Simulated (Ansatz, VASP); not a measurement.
**Two plane-wave programs on V**

File INCAR:

```
ALGO = Normal
EDIFF = 1E-7
EDIFFG = -0.005
ENCUT = 600
GGA = RP
IBRION = 2
ISIF = 3
ISMEAR = -1
ISPIN = 2
IVDW = 12
LASPH = True
LCHARG = False
LMAXMIX = 4
LORBIT = 11
LREAL = False
LWAVE = False
MAGMOM = 2
NELM = 100
NSW = 60
PREC = Accurate
SIGMA = 0.05
```

The input KPOINTS:

```
k-points
0
Gamma
  12 12 12
```

File POSCAR:

```
V
1.0
   -1.5143500000      1.5143500000      1.5143500000
    1.5143500000     -1.5143500000      1.5143500000
    1.5143500000      1.5143500000     -1.5143500000
V
1
Direct
    0.0000000000      0.0000000000      0.0000000000
```

Contents of input.yaml:

```yaml
crystal:
  lattice:
    - [-1.51435, 1.51435, 1.51435]
    - [1.51435, -1.51435, 1.51435]
    - [1.51435, 1.51435, -1.51435]
  atoms:
    - { symbol: V, position: [0.0, 0.0, 0.0], spin: 2.0 }
hamiltonian:
  xc: rpbe
  pseudopotentials: { kind: paw }
  dispersion: d3bj
magnetization:
  spin_polarized: true
kpoints:
  mp_grid: { grid: [12, 12, 12] }
scf:
  occupations: { method: fermi_dirac, width: 0.05 }
output:
  forces: true
  stress: true
  write_density: true
  write_potential: true
  elf: true
  volumetric_format: npy
relax:
  f_tol: 0.01
  max_steps: 40
  cell: { stress_tol: 0.05 }
```

Alike in both runs: task relaxation of cell and atoms; functional RPBE; dispersion D3(BJ); k mesh 12 × 12 × 12; occupations fermi-dirac, width 0.05 eV; collinear spin, ferromagnetic start.

```csv
,VASP,Ansatz
version,VASP 6.6.1,Ansatz 0.2.0
potentials or method,"VASP PAW PBE potentials, release 64 (V_sv)",Ansatz PAW
plane-wave cutoff (eV),600,420
valence electrons in the cell,13,13
```

|  | VASP | Ansatz | Ansatz less VASP |
| --- | --- | --- | --- |
| gap on the k mesh at the Fermi level, each at its own relaxed structure (eV) | none | none | - |
| net moment per atom (μB) | 0.00 | 0.00 | 0.000 |
| relaxed volume (Å³/atom) | 10.72 | 10.69 | -0.031 |
| relaxed cell length with the largest relative difference (Å) | 2.406 | 2.404 | -0.0024 |
| energy change over the relaxation (meV/atom) | -551 | -557 | -6.5 |

A gap of «none» marks a metal or a gap that the smearing closes.

Caveats: the volume moved by over 15 % at a fixed basis, so the end points are rough; the volume moved by -23 % from the deposited cell, more than functionals usually miss; pairwise dispersion overbinds metals, which lowers pressure and volume; the PAW data sets were made with another functional, which shifts forces and pressure a little (VASP); the plane-wave basis is chosen anew once the cell has moved, so the energies of steps on either side of that aren't comparable (Ansatz); the PAW data sets come from PBE, with cores solved anew for the run's functional, which leaves a small shift of forces and pressure (Ansatz); the starting moments weren't kept (Ansatz).
